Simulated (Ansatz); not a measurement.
# Si2Mo: which structure is lowest, part 2 of 2

Which of 2 starting structures gives the lowest energy for Si2Mo? Each is relaxed alike.

Ansatz 0.2.0; DFT r2SCAN, scalar-relativistic, plane waves, PAW. Earlier steps stand in the parts before.

### 6 Relaxing cell and atoms (candidate B)

File input.yaml:

```yaml
crystal:
  lattice:
    - [4.5854715599, 0.0, 0.0]
    - [-2.29273578, 3.9711348592, 0.0]
    - [0.0, 0.0, 6.5797601]
  atoms:
    - { symbol: Si, position: [0.16387298, 0.83612702, 0.83333333] }
    - { symbol: Si, position: [0.32774596, 0.16387298, 0.16666667] }
    - { symbol: Si, position: [0.83612702, 0.67225404, 0.5] }
    - { symbol: Si, position: [0.83612702, 0.16387298, 0.83333333] }
    - { symbol: Si, position: [0.67225404, 0.83612702, 0.16666667] }
    - { symbol: Si, position: [0.16387298, 0.32774596, 0.5] }
    - { symbol: Mo, position: [0.5, 0.0, 0.5] }
    - { symbol: Mo, position: [0.0, 0.5, 0.16666667] }
    - { symbol: Mo, position: [0.5, 0.5, 0.83333333] }
basis:
  ecutwfc: 500
kpoints:
  mp_grid: { grid: [12, 12, 6] }
hamiltonian:
  xc: r2scan
scf:
  occupations: { method: gaussian, width: 0.01 }
output:
  forces: true
  stress: true
  eigenvalues: true
relax:
  adjacent_minimum: "off"
  f_tol: 0.01
  max_steps: 80
  cell: { stress_tol: 0.05 }
```

Run with:

```sh
ansatz run input.yaml --threads 1 --pin off --max-ram 3072MiB --backend cpu --events-out ev --progress --plain --runs-dir out
```

Standard output:

```text
Warning: RAYON_NUM_THREADS=1 ignored (pool sized by the plan → 1); use --threads N
Engine: ansatz 0.2.0, aarch64-unknown-linux-gnu
Pseudopotentials: kind: paw
Pseudopotential: Si, paw, valence charge 4, recommended cutoff 500 eV (meta_gga), Si.paw.azcp
Pseudopotential: Mo, paw, valence charge 14, recommended cutoff 500 eV (meta_gga), Mo.paw.azcp
Functional definition: r2SCAN
  parameter k0 = 0.174
  parameter k1 = 0.065
  parameter a1 = 4.9479
  exchange = r2scan_x(k0 = k0, k1 = k1, a1 = a1)
  correlation = r2scan_c
Crystal: 9 atoms, lattice volume = 119.814 Å³
Basis set: ecut = 500 eV, 3101 PW (Γ), exchange–correlation on 144×144×192 points (64 copies of the dense FFT grid, shifted against one another)
Bands: 42, of which v1, the nominal top of the filled ones, is band 33 counted from 1 (32 counted from 0)
Symmetry: 12 space group operations
Space group: P6222 (ITA 180), of the structure as read, at distance tolerance 4.9e-5 Å
k-points: 76 of 864 (time reversal used)
Non-local potential: Si, projectors of the file, l = 0: 2, l = 1: 2, l = 2: 2
Non-local potential: Mo, projectors of the file, l = 0: 3, l = 1: 2, l = 2: 2, l = 3: 1
PAW form: soft (Blöchl's): semilocal exchange-correlation on the pseudo side does not see the compensation charge
PAW frozen core: Si, regenerated for the run's functional (the file was generated under x = pbe(κ = 0.804, μ = 0.2195149727645171), c = pbe(β = 0.06672455060314922))
PAW frozen core: Mo, regenerated for the run's functional (the file was generated under x = pbe(κ = 0.804, μ = 0.2195149727645171), c = pbe(β = 0.06672455060314922))
PAW one-centre angular grid: Si, 302 points (default); XC on 160 Gauss nodes
PAW one-centre angular grid: Mo, 590 points (default); XC on 160 Gauss nodes
Initial density: superposition of atomic densities (neutral atoms: chi_scale 0, normalization atom), corrected by the library's trained network
Initial wavefunctions: pseudopotential atomic-orbital guess
Functional: x = r2scan, c = r2scan; τ floored in thin density (d = 2e-4 eV/Å³)
SCF iter   1: F=—  HF=-18741.045162 eV  |F-HF|=—  |Δ(HF+E_count)|=         —  Δρ=9.62e-3  dr2=8.12e-2  dr2_τ=1.02e-1  ethr=1.77e-3  ⟨swp⟩=7.2  Hψ=14105  notcnv=0
preconditioner: auto → Resta (q_TF=auto, 2.470 Å⁻¹)  ε∞=9.2  [insulator: Δε(μ)=0.130 eV  Ē_g=7.687 eV  σ=0.010 eV  W_gap=1.00  n_scr=22 (ndim 8)  ℏωp=22.0 eV  f_vac=0.000  D(μ)=0.00/eV (n_scr^D=0)  ε∞_Penn≈9.2]
SCF iter   2: F=—  HF=-18741.157337 eV  |F-HF|=—  |Δ(HF+E_count)|=   1.12e-1  Δρ=6.02e-3  dr2=2.50e-2  dr2_τ=1.29e-3  ethr=1.23e-4  ⟨swp⟩=2.0  Hψ=5843  notcnv=0  defer=238
SCF iter   3: F=—  HF=-18741.160211 eV  |F-HF|=—  |Δ(HF+E_count)|=   2.87e-3  Δρ=1.80e-3  dr2=6.06e-3  dr2_τ=1.61e-3  ethr=3.79e-5  ⟨swp⟩=2.0  Hψ=5471  notcnv=0  defer=238
SCF iter   4: F=—  HF=-18741.159381 eV  |F-HF|=—  |Δ(HF+E_count)|=   8.29e-4  Δρ=3.29e-4  dr2=4.93e-5  dr2_τ=6.69e-6  ethr=9.18e-6  ⟨swp⟩=2.0  Hψ=4589  notcnv=0  defer=238
SCF iter   5: F=—  HF=-18741.159394 eV  |F-HF|=—  |Δ(HF+E_count)|=   1.30e-5  Δρ=9.23e-5  dr2=7.87e-6  dr2_τ=4.29e-7  ethr=7.46e-8  ⟨swp⟩=2.0  Hψ=5183  notcnv=0  defer=238
SCF iter   6: F=—  HF=-18741.159398 eV  |F-HF|=—  |Δ(HF+E_count)|=   3.09e-6  Δρ=1.82e-5  dr2=3.61e-7  dr2_τ=2.61e-8  ethr=1.19e-8  ⟨swp⟩=2.1  Hψ=4727  notcnv=0  defer=238
SCF iter   7: F=-18741.159398 eV  HF=-18741.159398 eV  |F-HF|=1.44e-8  |Δ(HF+E_count)|=   2.48e-7  Δρ=3.46e-6  dr2=8.69e-9  dr2_τ=3.59e-10  ethr=1.52e-10  ⟨swp⟩=9.9  Hψ=13200  notcnv=0
SCF 1 converged in 7 iterations: F = -18741.159398 eV  dr2 = 8.69e-9
relax step   1: F+E_penalty+E_count = -18741.15939780 eV  Δ(F+E_penalty+E_count) = +0.000e0 eV  max|allowed force component| = 1.540e-3 eV/Å  Δτ_max = 0.0000 Å  P = -0.244 GPa  Ω = 119.814 Å³  (7 SCF iters, dr2 threshold 1.00e-7 eV, accepted)
Crystal: 9 atoms, lattice volume = 119.646 Å³
Initial density: handed on by an earlier stage of this run
Initial wavefunctions: those handed on with the density
iter 1 solved again at ethr=8.87e-9 eV; its pass at ethr=3.10e-3 eV (dr2=5.85e-6 eV) is discarded
SCF iter   1: F=—  HF=-18741.159378 eV  |F-HF|=—  |Δ(HF+E_count)|=         —  Δρ=5.79e-5  dr2=3.38e-6  dr2_τ=1.11e-4  ethr=8.87e-9  ⟨swp⟩=3.7  Hψ=17073  notcnv=0
preconditioner: auto → Resta (q_TF=auto, 2.471 Å⁻¹)  ε∞=9.1  [insulator: Δε(μ)=0.155 eV  Ē_g=7.707 eV  σ=0.010 eV  W_gap=1.00  n_scr=22 (ndim 8)  ℏωp=22.0 eV  f_vac=0.000  D(μ)=0.00/eV (n_scr^D=0)  ε∞_Penn≈9.1]
SCF iter   2: F=—  HF=-18741.159527 eV  |F-HF|=—  |Δ(HF+E_count)|=   1.49e-4  Δρ=5.08e-5  dr2=2.44e-6  dr2_τ=9.06e-8  ethr=5.13e-9  ⟨swp⟩=2.0  Hψ=5700  notcnv=0
SCF iter   3: F=—  HF=-18741.159528 eV  |F-HF|=—  |Δ(HF+E_count)|=   6.65e-7  Δρ=1.91e-5  dr2=5.14e-7  dr2_τ=1.22e-7  ethr=3.69e-9  ⟨swp⟩=2.0  Hψ=4788  notcnv=0
SCF iter   4: F=-18741.159528 eV  HF=-18741.159528 eV  |F-HF|=2.35e-8  |Δ(HF+E_count)|=   2.93e-9  Δρ=7.41e-6  dr2=6.99e-8  dr2_τ=2.17e-8  ethr=3.07e-10  ⟨swp⟩=4.4  Hψ=11074  notcnv=0
SCF 2 converged in 4 iterations: F = -18741.159528 eV  dr2 = 6.99e-8
relax step   2: F+E_penalty+E_count = -18741.15952753 eV  Δ(F+E_penalty+E_count) = -1.297e-4 eV  max|allowed force component| = 2.337e-3 eV/Å  Δτ_max = 0.0000 Å  P = +0.070 GPa  Ω = 119.646 Å³  energy of the carried Pulay correction = +3.583e-5 eV  (4 SCF iters, dr2 threshold 2.02e-7 eV, accepted)
Crystal: 9 atoms, lattice volume = 119.683 Å³
iter 1 solved again at ethr=2.12e-10 eV; its pass at ethr=3.10e-3 eV (dr2=1.40e-7 eV) is discarded
SCF iter   1: F=—  HF=-18741.159521 eV  |F-HF|=—  |Δ(HF+E_count)|=         —  Δρ=1.09e-5  dr2=1.03e-7  dr2_τ=6.01e-6  ethr=2.12e-10  ⟨swp⟩=3.1  Hψ=16503  notcnv=0
preconditioner: auto → Resta (q_TF=auto, 2.471 Å⁻¹)  ε∞=9.2  [insulator: Δε(μ)=0.156 eV  Ē_g=7.704 eV  σ=0.010 eV  W_gap=1.00  n_scr=22 (ndim 8)  ℏωp=22.0 eV  f_vac=0.000  D(μ)=0.00/eV (n_scr^D=0)  ε∞_Penn≈9.2]
SCF iter   2: F=—  HF=-18741.159529 eV  |F-HF|=—  |Δ(HF+E_count)|=   7.17e-6  Δρ=9.15e-6  dr2=9.81e-8  dr2_τ=2.50e-9  ethr=1.57e-10  ⟨swp⟩=2.0  Hψ=5701  notcnv=0
SCF iter   3: F=—  HF=-18741.159529 eV  |F-HF|=—  |Δ(HF+E_count)|=   3.66e-9  Δρ=4.54e-6  dr2=1.42e-8  dr2_τ=2.99e-9  ethr=1.49e-10  ⟨swp⟩=2.1  Hψ=4076  notcnv=0
SCF iter   4: F=-18741.159529 eV  HF=-18741.159529 eV  |F-HF|=4.15e-10  |Δ(HF+E_count)|=   4.69e-9  Δρ=9.75e-7  dr2=1.08e-9  dr2_τ=5.18e-10  ethr=1.89e-11  ⟨swp⟩=4.0  Hψ=10791  notcnv=0
SCF 3 converged in 4 iterations: F = -18741.159529 eV  dr2 = 1.08e-9
relax step   3: F+E_penalty+E_count = -18741.15952858 eV  Δ(F+E_penalty+E_count) = -1.051e-6 eV  max|allowed force component| = 4.633e-4 eV/Å  Δτ_max = 0.0001 Å  P = -0.000 GPa  Ω = 119.683 Å³  energy of the carried Pulay correction = +2.787e-5 eV  (4 SCF iters, dr2 threshold 1.25e-8 eV, accepted)
Initial wavefunctions: pseudopotential atomic-orbital guess (no wavefunctions were taken with the density)
iter 1 solved again at ethr=1.80e-7 eV; its pass at ethr=3.10e-3 eV (dr2=1.19e-4 eV) is discarded
SCF iter   1: F=—  HF=-18741.159504 eV  |F-HF|=—  |Δ(HF+E_count)|=         —  Δρ=2.04e-6  dr2=1.55e-9  dr2_τ=6.54e-9  ethr=1.80e-7  ⟨swp⟩=3.4  Hψ=22852  notcnv=0
eigensolver tolerance schedule: the retry pair's looser diagonalisation over-reported the residual by 76696.92 of it (diagonalisation noise at an unbounded share of the residual, at the tolerance the schedule requests for it); recorded, not acted on — ethr = c·dr2/N_el stays at c = 1.0e-1
preconditioner: auto → Resta (q_TF=auto, 2.471 Å⁻¹)  ε∞=9.2  [insulator: Δε(μ)=0.156 eV  Ē_g=7.705 eV  σ=0.010 eV  W_gap=1.00  n_scr=22 (ndim 8)  ℏωp=22.0 eV  f_vac=0.000  D(μ)=0.00/eV (n_scr^D=0)  ε∞_Penn≈9.2]
SCF iter   2: F=—  HF=-18741.159503 eV  |F-HF|=—  |Δ(HF+E_count)|=   1.72e-6  Δρ=1.16e-6  dr2=4.05e-10  dr2_τ=2.18e-10  ethr=2.35e-12  ⟨swp⟩=3.6  Hψ=8217  notcnv=0
SCF iter   3: F=-18741.159503 eV  HF=-18741.159503 eV  |F-HF|=1.09e-11  |Δ(HF+E_count)|=  2.44e-10  Δρ=2.75e-7  dr2=4.39e-11  dr2_τ=8.56e-12  ethr=1.00e-12  ⟨swp⟩=2.6  Hψ=11809  notcnv=0
SCF 4 converged in 3 iterations: F = -18741.159503 eV  dr2 = 4.39e-11
relax step   4: F+E_penalty+E_count = -18741.15950257 eV  Δ(F+E_penalty+E_count) = +2.601e-5 eV  max|allowed force component| = 4.681e-4 eV/Å  Δτ_max = 0.0000 Å  P = -0.000 GPa  Ω = 119.683 Å³  stress off target by 3.53e-3 GPa  SCF on the basis re-selected at this cell (its energy is not comparable with the rows above)  (3 SCF iters)
basis re-selected at this cell: Δ(F+E_penalty+E_count) = +2.601e-5 eV, ΔP = -0.000 GPa vs the last step (what re-selecting the basis moved, of the pressure what is left beyond the Pulay correction that the steps carried, after the strain that the cell walked since its last selection, with what the two solves' SCF thresholds leave and, on support functions, any second-order correction that the steps lacked; it is no measure of the basis error at this ecutwfc). This SCF's stress stands 3.53e-3 GPa from its target on what of the cell is left free (relax.cell.stress_tol is 5.00e-2 GPa) and its largest allowed force component is 4.68e-4 eV/Å (relax.f_tol is 1.00e-2 eV/Å): within both
SCF converged after 3 iterations
Free energy (F): -18741.159503 eV
Harris-Foulkes:  -18741.159503 eV  (|F-HF|=1.09e-11)
Internal energy: -18741.159503 eV  (E = F + TS)
E sigma→0 (E₀):  -18741.159503 eV
Fermi energy:    16.746328 eV
--- Per-component energies (eV) ---
  E_band       = -171.409015
  E_kinetic    = 1594.349474
  E_local      = -3411.096121  (includes V_loc(G=0)·N_el)
  E_nonlocal   = 571.217571
  E_hartree    = 1274.673306
  E_xc         = -858.545150
  E_vxc        = -1090.333619  (∫ρ·V_xc dr)
  E_paw        = -12769.166388  (= ΣΔE_a)
  E_vpaw       = -449.689809  (= ΣTr[D̂ρ^β])
  E_aug_tail   = 0.000059  (compensation charges beyond the density's cutoff)
  E_vtau       = 64.797012  (kinetic-family band-sum trace: ∫τ·v_τ [+ j·A + Jᵃ·Aᵃ] dr)
  E_ewald      = -5141.470045
  E_core_change = -1.122209  (= ΣΔE_core)
  E_smearing   = -0.000000  (= −TS)
  E_closure    = 0.000000  (closes the sum)
  Σ components = -18741.159503   (vs F -18741.159503, Δ=0.00e0)
--- Forces (eV/Å), atoms counted from 1 ---
  atom   1  Si    -0.00040534     0.00023403    -0.00000000
  atom   2  Si    -0.00040534    -0.00023403     0.00000000
  atom   3  Si    -0.00000000     0.00046805     0.00000000
  atom   4  Si     0.00040534    -0.00023403     0.00000000
  atom   5  Si     0.00040534     0.00023403    -0.00000000
  atom   6  Si     0.00000000    -0.00046805    -0.00000000
  atom   7  Mo     0.00000000     0.00000000     0.00000000
  atom   8  Mo    -0.00000000    -0.00000000     0.00000000
  atom   9  Mo    -0.00000000    -0.00000000     0.00000000
  max |Σ_I F_I| component: 9.83e-17 eV/Å
--- Stress (GPa, compression-positive) ---
        0.001103      -0.000000      -0.000000
        0.000000       0.001103      -0.000000
       -0.000000      -0.000000      -0.003529
  P = ⅓ Tr σ = -0.0004 GPa (-0.004 kbar)
--- Band table (eV; the first three rows and the last of 76) ---
  k-point 0: bands = ["-46.3963", "-46.3622", "-46.3622", "-19.9181", "-19.9163", "-19.9163", "-19.9018", "-19.9018", "-19.8066", "-19.7477", "-19.7477", "-19.7299", "1.8393", "5.1128", "5.1128", "8.9399", "9.6840", "9.6840", "10.3855", "10.3855", "11.2386", "11.4475", "11.4475", "11.7776", "12.8038", "12.8038", "13.2986", "13.2986", "13.4932", "13.4932", "13.7558", "14.4182", "15.8124", "18.9005", "19.2235", "19.2235", "19.3892", "19.4797", "19.6401", "19.6401", "19.9044", "19.9044"]
  k-point 1: bands = ["-46.3949", "-46.3696", "-46.3562", "-19.9462", "-19.9139", "-19.9102", "-19.8928", "-19.8784", "-19.8079", "-19.7735", "-19.7381", "-19.7253", "1.9480", "4.2551", "5.9698", "9.0266", "9.5458", "9.9701", "10.0976", "10.6392", "10.7309", "11.2519", "11.3329", "11.5259", "13.0714", "13.0735", "13.1754", "13.5258", "13.5744", "13.5921", "13.8826", "14.4548", "16.0397", "18.9944", "19.0147", "19.2705", "19.3951", "19.4058", "19.4072", "19.4194", "19.7544", "19.9648"]
  k-point 2: bands = ["-46.3909", "-46.3774", "-46.3523", "-19.9653", "-19.9160", "-19.9030", "-19.8875", "-19.8365", "-19.8104", "-19.7965", "-19.7611", "-19.7102", "2.2682", "3.4591", "6.7502", "9.2693", "9.3831", "9.6050", "9.9109", "10.7772", "10.8656", "11.0061", "11.0517", "11.2741", "12.8789", "13.0740", "13.0937", "13.2231", "13.8872", "14.2438", "14.4087", "14.8138", "16.3118", "18.9139", "18.9141", "19.0995", "19.3339", "19.4141", "19.4919", "19.5930", "19.6250", "19.6907"]
  k-point 75: bands = ["-46.3842", "-46.3677", "-46.3677", "-19.9673", "-19.9560", "-19.9560", "-19.8611", "-19.8611", "-19.8353", "-19.7453", "-19.7453", "-19.7037", "5.0296", "5.0296", "5.3345", "6.4888", "6.4888", "7.9176", "10.2684", "10.5170", "10.5170", "11.4426", "12.6372", "12.6372", "13.1643", "13.1643", "13.2665", "13.3188", "14.7494", "14.7494", "15.1198", "15.1198", "16.0602", "17.4417", "17.9822", "17.9822", "18.6482", "18.6482", "18.8200", "19.1162", "19.1162", "20.1740"]
--- Relaxed structure (3 steps of the walk, 3 accepted, 1 SCFs on fresh bases) ---
  F+E_penalty+E_count = -18741.15950257 eV   max|allowed force component| = 4.681e-4 eV/Å   (the final SCF, on the basis selected at the relaxed cell)
  cell:  # Å, volume = 119.6831 Å³
    - [4.583976934439888, 2.8858204701393278e-11, 2.349491650849892e-46]
    - [-2.2919884672449355, 3.9698404755724286, 3.2320468763658555e-35]
    - [0.0, 1.178136891128915e-34, 6.57684136953516]
  atoms:
    - { symbol: Si, position: [0.16386037193922526, 0.8361396280607746, 0.8333333333333334] }
    - { symbol: Si, position: [0.3277207438784507, 0.16386037193922534, 0.16666666666666669] }
    - { symbol: Si, position: [0.8361396280607747, 0.6722792561215495, 0.5000000000000001] }
    - { symbol: Si, position: [0.8361396280607747, 0.1638603719392254, 0.8333333333333334] }
    - { symbol: Si, position: [0.6722792561215492, 0.8361396280607745, 0.16666666666666669] }
    - { symbol: Si, position: [0.16386037193922534, 0.3277207438784507, 0.5000000000000001] }
    - { symbol: Mo, position: [0.5, -3.7919566788630498e-22, 0.5000000000000001] }
    - { symbol: Mo, position: [-2.473098726902871e-36, 0.5, 0.16666666666666669] }
    - { symbol: Mo, position: [0.5, 0.5, 0.8333333333333334] }
```

Wall time 5.2 min (1 thread of Arm Neoverse V1, shared host); peak memory 0.81 GiB.

Step by step:

| step | E - E(step 1) (eV/cell) | largest force component (eV/Å) | pressure (GPa) | volume (Å³) |
| --- | --- | --- | --- | --- |
| 1 | 0.0000 | 0.0015 | -0.24 | 119.81 |
| 2 | -0.0001 | 0.0023 | 0.07 | 119.65 |
| 3 | -0.0001 | 0.0005 | 0.00 | 119.68 |
| 4 | -0.0001 | 0.0005 | 0.00 | 119.68 |

Step 1 is the start. Step 4 repeats the geometry before it on a plane-wave basis chosen anew for that cell, so its energy need not be comparable with the rows above.

|  | before | after | change |
| --- | --- | --- | --- |
| a (Å) | 4.585 | 4.584 | 0.0 % |
| b (Å) | 4.585 | 4.584 | 0.0 % |
| c (Å) | 6.580 | 6.577 | 0.0 % |
| volume (Å³/atom) | 13.31 | 13.30 | -0.1 % |
| shortest distance (Å) | 2.550 | 2.549 | 0.0 % |
| space group (0.01 Å) | P6_222 | P6_222 | same |

Forces and stress were held to the start's 12 operations: a distortion of lower symmetry was not tested.

### 7 Changing settings: ecutwfc 550 eV, mp_grid.shift [0.5, 0.5, 0.5]

File input.yaml:

```yaml
crystal:
  lattice:
    - [4.5839769344, 0.0, 0.0]
    - [-2.2919884672, 3.9698404756, 0.0]
    - [0.0, 0.0, 6.5768413695]
  atoms:
    - { symbol: Si, position: [0.1638603719, 0.8361396281, 0.8333333333] }
    - { symbol: Si, position: [0.3277207439, 0.1638603719, 0.1666666667] }
    - { symbol: Si, position: [0.8361396281, 0.6722792561, 0.5] }
    - { symbol: Si, position: [0.8361396281, 0.1638603719, 0.8333333333] }
    - { symbol: Si, position: [0.6722792561, 0.8361396281, 0.1666666667] }
    - { symbol: Si, position: [0.1638603719, 0.3277207439, 0.5] }
    - { symbol: Mo, position: [0.5, 0.0, 0.5] }
    - { symbol: Mo, position: [0.0, 0.5, 0.1666666667] }
    - { symbol: Mo, position: [0.5, 0.5, 0.8333333333] }
basis:
  ecutwfc: "550 eV"
kpoints:
  mp_grid: { grid: [12, 12, 6], shift: [0.5, 0.5, 0.5] }
hamiltonian:
  xc: r2scan
scf:
  occupations: { method: gaussian, width: 0.01 }
output:
  forces: true
  eigenvalues: true
  stress: true
```

Run with:

```sh
ansatz run input.yaml --threads 1 --pin off --max-ram 3072MiB --backend cpu --events-out ev --progress --plain --runs-dir out
```

Standard output (excerpt; [...] marks lines left out):

```text
Warning: crystal.symmetry: narrowed to the stabiliser of the k-point mesh — unitary ops 12 → 4; excluded 8 operations that carry a point of the 12×12×6 mesh (shift [0.5, 0.5, 0.5]) off the mesh (the run samples exactly the mesh kpoints.mp_grid names, as under crystal.symmetry.detect: [...]
Warning: RAYON_NUM_THREADS=1 ignored (pool sized by the plan → 1); use --threads N
[...]
Pseudopotentials: kind: paw
Pseudopotential: Si, paw, valence charge 4, recommended cutoff 500 eV (meta_gga), Si.paw.azcp
Pseudopotential: Mo, paw, valence charge 14, recommended cutoff 500 eV (meta_gga), Mo.paw.azcp
[...]
  atom   2  Si    -0.00046883    -0.00026560    -0.00000208
  atom   3  Si    -0.00000440     0.00053882     0.00000208
  atom   4  Si     0.00047348    -0.00027336     0.00000000
  atom   5  Si     0.00046883     0.00026560    -0.00000208
  atom   6  Si     0.00000440    -0.00053882     0.00000208
  atom   7  Mo    -0.00000000     0.00000000     0.00000869
  atom   8  Mo    -0.00000000     0.00000000    -0.00000869
[...]
--- Stress (GPa, compression-positive) ---
        0.002594      -0.000087      -0.000000
       -0.000087       0.002493       0.000000
       -0.000000       0.000000       0.001119
  P = ⅓ Tr σ = 0.0021 GPa (0.021 kbar)
--- Band table (eV; the first three rows and the last of 126) ---
[...]
```

Wall time 3.2 min (1 thread of Arm Neoverse V1, shared host); peak memory 1 GiB.

```
    run     ending  energy change  pressure (GPa)  gap (eV)  force (eV/Å)  cycles     time
 step 6  converged              0             0.0      0.16          0.00       -  5.2 min
variant  converged  -0.4 meV/atom             0.0      0.32          0.00       8  3.2 min
```

Changing the cutoff and k-point mesh moves the energy by -0.4 meV/atom, and the gap on the mesh goes from 0.16 to 0.32 eV. More than one kind of setting changed, and this run alone doesn't tell their shares apart. A gap read on a mesh depends on which points the mesh holds, and a coarse mesh shifts the density too.

### 8 Ranking

The summary covers parts 1 to 2.

Formation energies count from the elements, computed with the same settings in runs not shown here.

```
candidate                                                              start  space group at the end  atoms  volume (Å³/atom)  energy above the lowest (meV/atom)  gap on the mesh (eV)  formation energy (eV/atom)
        A              structure reported for this formula (I4/mmm, No. 139)                  I4/mmm      3             13.36                                 0.0                  0.00                      -0.471
        B  structure listed in a database for this formula (P6_222, No. 180)                  P6_222      9             13.30                                30.4                  0.16                      -0.441
```

**Reading.** A (I4/mmm) is lowest, 30 meV/atom under B. Other structures, not tried here, may lie lower. With -0.47 eV/atom the lowest lies under the elements, which doesn't yet make it stable against other compounds of them.

The gaps are Kohn-Sham values of a semilocal functional, not quasiparticle or optical gaps. Such gaps usually fall short of the measured ones.
